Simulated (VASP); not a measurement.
VASP inputs for Ge (strained lonsdaleite (2H))

INCAR

```
EDIFF = 1E-7
NELM = 120
LWAVE = .FALSE.
ISIF = 2
PREC = Accurate
LREAL = .FALSE.
NBANDS = 36
LASPH = .TRUE.
LCHARG = .FALSE.
NSW = 0
ENCUT = 520
GGA = PE
IBRION = -1
SIGMA = 0.02
ISMEAR = -1
```

KPOINTS

```
KPOINTS created by Atomic Simulation Environment
0
Gamma
12 12 4
0 0 0
```

KPOINTS_OPT

```
special points
8
Reciprocal
0.0000000000 0.0000000000 0.0000000000 1
0.5000000000 0.0000000000 0.0000000000 1
0.3333333333 0.3333333333 0.0000000000 1
0.0000000000 0.0000000000 0.5000000000 1
0.5000000000 0.0000000000 0.5000000000 1
0.3333333333 0.3333333333 0.5000000000 1
0.0000000000 0.0000000000 0.0500000000 1
0.0000000000 0.0000000000 0.1500000000 1
```

POSCAR

```
Ge
 1.0000000000000000
     3.9532416821010816   -0.0000000000288675    0.0000000000000000
    -1.9766208410255410    3.4236077240134968    0.0000000000000000
     0.0000000000000000    0.0000000000000000    6.6109295745000001
 Ge
   4
Cartesian
  0.0000000000166668  2.2824051493327091  0.0082178331490912
  1.9766208410588748  1.1412025746519208  3.3136826203990908
  0.0000000000166668  2.2824051493327091  2.4708807572884086
  1.9766208410588748  1.1412025746519208  5.7763455445384091
```

VASP ran with the recommended PBE PAW datasets (56 valence electrons in the cell).

Q: Predict the results.

A: gap between bands v and c 0.01 eV; least direct gap 0.01 eV; pressure 4.4 GPa; largest force 0.02 eV/Å.

Band v is the last that the valence electrons fill when counted band by band, and c is the next. Levels in eV from the top of v:

| point | v−1 | v | c | c+1 |
| --- | --- | --- | --- | --- |
| Γ | 0.00 | 0.00 | 0.02 | 0.02 |
| M | -3.03 | -1.61 | 0.46 | 1.55 |
| K | -3.68 | -3.44 | 1.25 | 4.40 |
| A | -0.95 | -0.95 | 0.74 | 0.74 |
| L | -2.56 | -2.56 | 0.39 | 0.39 |
| H | -2.26 | -2.26 | 1.08 | 1.08 |
